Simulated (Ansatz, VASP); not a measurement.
## Two plane-wave programs on TePb

```
Pb Te
1.0
     0.05049    3.26784    3.26784
     3.26784    0.05049    3.26784
     3.31832    3.31832    0.00000
Pb Te
1 1
Cartesian
  0.0000 0.0000 0.0000
  3.3183 3.3183 3.2678
```

Change from the starting cell: shear_xy strain +3.1%.

Alike in both runs: task single point; functional r2SCAN; k mesh 8 × 8 × 8; no spin polarisation.

|  | VASP | Ansatz |
| --- | --- | --- |
| version | VASP 6.6.1 | Ansatz 0.2.0 |
| potentials or method | VASP PAW PBE potentials, release 64 (Pb_d, Te) | plane waves, PAW |
| plane-wave cutoff (eV) | 520 | 500 |
| occupations | gaussian, width 0.01 eV | fixed |
| valence electrons in the cell | 20 | 30 |

|  | VASP | Ansatz | Ansatz less VASP |
| --- | --- | --- | --- |
| gap on the k mesh at the Fermi level (eV) | 0.93 | 0.92 | -0.003 |
| pressure (GPa) | 0.0 | 0.0 | +0.01 |
| largest component of the traceless stress (GPa) | 0.48 | 0.48 | 0.000 |

The two sets of potentials don't hold the same shells in valence.

Caveats: the PAW data sets were made with another functional, which shifts forces and pressure a little (VASP); spin-orbit coupling is left out, which as a rule narrows the gap of such compounds by several tenths of an eV. A k mesh can miss the band edges.
